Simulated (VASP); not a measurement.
# MgO (Fm-3m) in VASP: a series of runs

The runs below take MgO through single point, with LDA.

All numbers are computed with VASP 6.6.1; they aren't measurements. Logs are shortened: lines on timing, memory, paths and dates and some standing lists are left out, and cuts for length are marked.

**1. The structure**

It takes space group Fm-3m (No. 225, cubic). Conventional cell: a = 4.194 Å, b = 4.194 Å, c = 4.194 Å, α = 90.00°, β = 90.00°, γ = 90.00°. Around Mg (site symmetry m-3m) lie 6 O at 2.10 Å. O (site symmetry m-3m) has 6 Mg at 2.10 Å as nearest neighbours.

The cell is a database's computed one.

**2. Single point, LDA**

File INCAR:

```
PREC = Accurate
ENCUT = 400
EDIFF = 1E-7
ISMEAR = 0
SIGMA = 0.1
LREAL = False
LASPH = True
NELM = 100
ALGO = Normal
ISIF = 2
LWAVE = False
LCHARG = False
GGA = CA
NBANDS = 11
ADDGRID = False
```

File KPOINTS:

```
regular mesh
0
Gamma
  4 4 4
```

File POSCAR:

```
MgO
1.0
    0.0000000000      2.0970013927      2.0970013927
    2.0970013927      0.0000000000      2.0970013927
    2.0970013927      2.0970013927      0.0000000000
Mg O
1 1
Direct
   -0.0111690000     -0.0083340000      0.0019910000
    0.5083620000      0.4891820000      0.5308490000
```

Potentials or basis: VASP PAW LDA potentials, release 64 (Mg, O).

Command:

```
> cat potpaw_LDA.64/Mg/POTCAR potpaw_LDA.64/O/POTCAR > POTCAR
> mpirun -np 1 vasp_std > vasp.out
```

OUTCAR:

```text
PREC = Accurate
   ENCUT = 400
   EDIFF = 1E-7
   ISMEAR = 0
   LREAL = False
   LASPH = True
   NELM = 100
   ISIF = 2
   GGA = CA

 Found     36 irreducible k-points:

 Following reciprocal coordinates:
            Coordinates               Weight
  0.000000  0.000000  0.000000      1.000000
  0.250000  0.000000  0.000000      2.000000
  0.000000  0.250000  0.000000      2.000000
  0.000000  0.000000  0.250000      2.000000
  0.250000  0.250000  0.250000      2.000000
  0.500000  0.000000  0.000000      1.000000
   k-points           NKPTS =     36   k-points in BZ     NKDIM =     36   number of bands    NBANDS=     11
   number of dos      NEDOS =    301   number of ions     NIONS =      2
   total plane-waves  NPLWV =   8000
   dimension x,y,z NGX =    20 NGY =   20 NGZ =   20
   dimension x,y,z NGXF=    40 NGYF=   40 NGZF=   40
   ions per type =               1   1
   NGX,Y,Z   is equivalent  to a cutoff of  11.21, 11.21, 11.21 a.u.
   NGXF,Y,Z  is equivalent  to a cutoff of  22.42, 22.42, 22.42 a.u.
 SYSTEM =  unknown system
   PREC   = accura    normal or accurate (medium, high low for compatibility)
   ISTART =      0    job   : 0-new  1-cont  2-samecut
   ICHARG =      2    charge: 1-file 2-atom 10-const
   ISPIN  =      1    spin polarized calculation?
   LNONCOLLINEAR =      F non collinear calculations
   LSORBIT =      F    spin-orbit coupling
   LASPH  =      T    aspherical Exc in radial PAW
   ENCUT  =  400.0 eV  29.40 Ry    5.42 a.u.   4.84  4.84  4.84*2*pi/ulx,y,z
   NELM   =    100;   NELMIN=  2; NELMDL= -5     # of ELM steps
   EDIFF  = 0.1E-06   stopping-criterion for ELM
   LREAL  =      F    real-space projection
   EDIFFG = 0.1E-05   stopping-criterion for IOM
   NSW    =      0    number of steps for IOM
   IBRION =     -1    ionic relax: 0-MD 1-quasi-New 2-CG
   NFREE  =      0    steps in history (QN), initial steepest desc. (CG)
   ISIF   =      2    stress and relaxation
   ISYM   =      2    0-nonsym 1-usesym 2-fastsym
   POTIM  = 0.5000    time-step for ionic-motion
   TEBEG  =    0.0;   TEEND  =   0.0 temperature during run
   PSTRESS=    0.0 pullay stress
   NELECT =       8.0000    total number of electrons
   NUPDOWN=      -1.0000    fix difference up-down
   EMIN   =  10.00;   EMAX   =-10.00  energy-range for DOS
   EFERMI =   0.00;   METHOD = LEGACY
   ISMEAR =     0;   SIGMA  =   0.10  broadening in eV -4-tet -1-fermi 0-gaus
   EFERMI_NEDOS =   21; number of points for ismear=-14 and -15
   IALGO  =     38    algorithm
   IMIX   =      4    mixing-type and parameters
     AMIX     =   0.40;   BMIX     =  1.00
     AMIX_MAG =   1.60;   BMIX_MAG =  1.00
  volume/ion in A,a.u.               =       9.22        62.23
  Fermi-wavevector in a.u.,A,eV,Ry     =   1.239261  2.341864 20.895389  1.535768
  Thomas-Fermi vector in A             =   2.373752
   LORBIT       =      0    0 simple, 1 ext, 2 COOP (PROOUT), +10 PAW based schemes
   GGA     = CA    functional components
   LHFCALC =     F    Hartree Fock is set to
   AEXX    =    0.0000 exact exchange contribution
   IVDW    =     0    specifies the selected vdW correction
   LEPSILON=     F    determine dielectric tensor
   LRPA    =     F    only Hartree local field effects (RPA)
 non-spin polarized calculation
 Gauss-broadening in eV      SIGMA  =   0.10
  energy-cutoff  :      400.00
  volume of cell :       18.44
 maximum number of plane-waves:       344
   NGX =  9   NGY =  9   NGZ =  9

 number of electron       8.0000000 magnetization

 Free energy of the ion-electron system (eV)
  ---------------------------------------------------
  ext. energy  EPLUGINS =         0.00000000
  ---------------------------------------------------
  free energy    TOTEN  =       -13.40825738 eV

  energy without entropy =      -13.40825738  energy(sigma->0) =      -13.40825738

 E-fermi :   3.4404     XC(G=0): -11.6461

 val. band max:        2.9734392128   @ k =   0.0000   0.0000   0.0000
 cond. band min:       7.7411420812   @ k =   0.0000   0.0000   0.0000
 fundamental gap:      4.7677028684
 Fermi energy:         3.4404217330

 k-point     1 :       0.0000    0.0000    0.0000
  band No.  band energies     occupation
      1     -14.0916      2.00000
      2       2.9468      2.00000
      3       2.9613      2.00000
      4       2.9734      2.00000
      5       7.7411      0.00000
      6      18.5828      0.00000
      7      18.6218      0.00000
      8      18.6751      0.00000
      9      22.5984      0.00000
     10      24.3158      0.00000
     11      24.3373      0.00000

 k-point     2 :       0.2500    0.0000    0.0000
  band No.  band energies     occupation
      1     -13.4649      2.00000
      2       0.2491      2.00000
      3       2.6082      2.00000
      4       2.6347      2.00000
      5      10.0570      0.00000
      6      15.3947      0.00000
      7      19.4271      0.00000
      8      19.4821      0.00000
      9      22.9811      0.00000
     10      23.0286      0.00000
     11      24.8656      0.00000

 k-point     3 :       0.0000    0.2500    0.0000
  band No.  band energies     occupation
      1     -13.4649      2.00000
      2       0.2473      2.00000
      3       2.6157      2.00000
      4       2.6341      2.00000
      5      10.0531      0.00000
      6      15.3847      0.00000
      7      19.4347      0.00000
      8      19.4733      0.00000
      9      22.9818      0.00000
     10      23.0408      0.00000
     11      24.8703      0.00000

 k-point     4 :       0.0000    0.0000    0.2500
  band No.  band energies     occupation
      1     -13.4648      2.00000
      2       0.2512      2.00000
      3       2.6021      2.00000
      4       2.6324      2.00000
      5      10.0616      0.00000
      6      15.4068      0.00000
      7      19.4232      0.00000
      8      19.4875      0.00000
      9      22.9797      0.00000
     10      23.0139      0.00000
     11      24.8604      0.00000

 k-point     5 :       0.2500    0.2500    0.2500
  band No.  band energies     occupation
      1     -13.4646      2.00000
      2       0.2574      2.00000
      3       2.5985      2.00000
      4       2.6125      2.00000
      5      10.0748      0.00000
      6      15.4413      0.00000
      7      19.4423      0.00000
      8      19.4731      0.00000
      9      22.9573      0.00000
     10      22.9871      0.00000
     11      24.8478      0.00000

 k-point     6 :       0.5000    0.0000    0.0000
  band No.  band energies     occupation
      1     -12.7127      2.00000
      2      -1.7778      2.00000
      3       2.2876      2.00000
      4       2.3149      2.00000
      5      10.7798      0.00000
      6      15.4535      0.00000
      7      19.0734      0.00000
      8      19.1833      0.00000
      9      23.6752      0.00000
     10      25.3952      0.00000
     11      25.4507      0.00000

 [... further k-points ...]
[... 5 lines left out ...]
  --------------------------------------------------------------------------------------
  -------------------------------------------------------------------------------------
  Total       -1.1228482     -0.8116967     -1.1976980     -0.0389222     -0.0247691     -0.0126607
  in kB      -97.5451015    -70.5144662   -104.0475269     -3.3812848     -2.1517642     -1.0998735
  external PRESSURE =     -90.7023649 kB  Pullay stress =       0.0000000 kB

 VOLUME and BASIS-vectors are now :
 -----------------------------------------------------------------------------
  energy-cutoff  :      400.00
  volume of cell :       18.44
      direct lattice vectors                 reciprocal lattice vectors
     0.000000000  2.097001393  2.097001393    -0.238435702  0.238435702  0.238435702
     2.097001393  0.000000000  2.097001393     0.238435702 -0.238435702  0.238435702
     2.097001393  2.097001393  0.000000000     0.238435702  0.238435702 -0.238435702

 POSITION                                       TOTAL-FORCE (eV/Angst)
 -----------------------------------------------------------------------------------
      2.08370      2.07776      4.15310         0.289336      0.577688      0.183049
      2.13901      2.17923      2.09185        -0.289336     -0.577688     -0.183049
 -----------------------------------------------------------------------------------
    total drift:                               -0.000039      0.000337     -0.000013

  FREE ENERGIE OF THE ION-ELECTRON SYSTEM (eV)
  ---------------------------------------------------
  free  energy   TOTEN  =       -13.4082573800 eV

  energy  without entropy=      -13.4082573800  energy(sigma->0) =      -13.40825738
```

Wall time 4.4 s (1 thread of AMD EPYC 9R45 (Zen 5), shared host); peak memory 0.08 GiB.

The run converged, but some of its settings lie outside the range that counts as converged, so its numbers aren't taken as properties of the crystal.

What came out:

| Quantity | Value |
| --- | --- |
| Free energy | -13.4083 eV |
| Largest force | 0.672 eV/Å |
| Band gap on the k mesh | 4.77 eV, direct |

Caveat: the k mesh is coarse (spacing up to 0.65 Å⁻¹), so the values aren't converged; the cutoff is under 1.25 times the usual one of these potentials, so pressure, stress and relaxed cells hold a basis-set (Pulay) error.

**3. Single point, LDA**

Changes to INCAR since step 2:

```diff
@@ -4,3 +4,3 @@
 ISMEAR = 0
-SIGMA = 0.1
+SIGMA = 0.01
 LREAL = False
```

KPOINTS is that of step 2.

File POSCAR:

```
MgO
1.0
    0.0000000000      2.0970013927      2.0970013927
    2.0970013927      0.0000000000      2.0970013927
    2.0970013927      2.0970013927      0.0000000000
Mg O
1 1
Direct
    0.0000000000      0.0000000000      0.0000000000
    0.5000000000      0.5000000000      0.5000000000
```

Potentials or basis: VASP PAW LDA potentials, release 64 (Mg, O).

Command:

```
> cat potpaw_LDA.64/Mg/POTCAR potpaw_LDA.64/O/POTCAR > POTCAR
> mpirun -np 1 vasp_std > vasp.out
```

Wall time 2.3 s (1 thread of AMD EPYC 9R45 (Zen 5), shared host); peak memory 0.08 GiB.

These settings aren't checked as converged: the numbers below hold their error.

What came out:

* Free energy: -13.4482 eV
* Band gap on the k mesh: 4.78 eV, direct

Caveat: the k mesh is coarse (spacing up to 0.65 Å⁻¹), so the values aren't converged; the cutoff is under 1.25 times the usual one of these potentials, so pressure, stress and relaxed cells hold a basis-set (Pulay) error.

**4. Single point, LDA**

INCAR is that of step 3.

KPOINTS is that of step 3.

File POSCAR:

```
MgO
1.0
    0.0000000000      2.0970013927      2.0970013927
    2.0970013927      0.0000000000      2.0970013927
    2.0970013927      2.0970013927      0.0000000000
Mg O
1 1
Direct
   -0.0111690000     -0.0083340000      0.0019910000
    0.5083620000      0.4891820000      0.5308490000
```

Command:

```
> cat potpaw_LDA.64/Mg/POTCAR potpaw_LDA.64/O/POTCAR > POTCAR
> mpirun -np 1 vasp_std > vasp.out
```

Run time: 4.6 s. Hardware: 1 thread of AMD EPYC 9R45 (Zen 5), shared host; peak memory 0.08 GiB.

These settings aren't checked as converged: the numbers below hold their error.

What came out:

* Free energy: -13.4083 eV
* Largest force: 0.672 eV/Å
* Band gap on the k mesh: 4.77 eV, direct

Caveat: the k mesh is coarse (spacing up to 0.65 Å⁻¹), so the values aren't converged; the cutoff is under 1.25 times the usual one of these potentials, so pressure, stress and relaxed cells hold a basis-set (Pulay) error.

**5. Single point, LDA**

Changes to INCAR since step 4:

```diff
@@ -1,2 +1,2 @@
-PREC = Accurate
+PREC = Low
 ENCUT = 400
@@ -4,3 +4,3 @@
 ISMEAR = 0
-SIGMA = 0.01
+SIGMA = 0.05
 LREAL = False
```

KPOINTS is that of step 4.

File POSCAR:

```
MgO
1.0
    0.0000000000      2.0970013927      2.0970013927
    2.0970013927      0.0000000000      2.0970013927
    2.0970013927      2.0970013927      0.0000000000
Mg O
1 1
Direct
    0.0000000000      0.0000000000      0.0000000000
    0.5000000000      0.5000000000      0.5000000000
```

Command:

```
> cat potpaw_LDA.64/Mg/POTCAR potpaw_LDA.64/O/POTCAR > POTCAR
> mpirun -np 1 vasp_std > vasp.out
```

Wall time 1.9 s (1 thread of AMD EPYC 9R45 (Zen 5), shared host); peak memory 0.07 GiB.

The run converged, but some of its settings lie outside the range that counts as converged, so its numbers aren't taken as properties of the crystal.

Results:

- Free energy: -13.4505 eV
- Band gap on the k mesh: 4.78 eV, direct

Caveat: the k mesh is coarse (spacing up to 0.65 Å⁻¹), so the values aren't converged; the cutoff is under 1.25 times the usual one of these potentials, so pressure, stress and relaxed cells hold a basis-set (Pulay) error.

(Continued in part 2 of 2.)
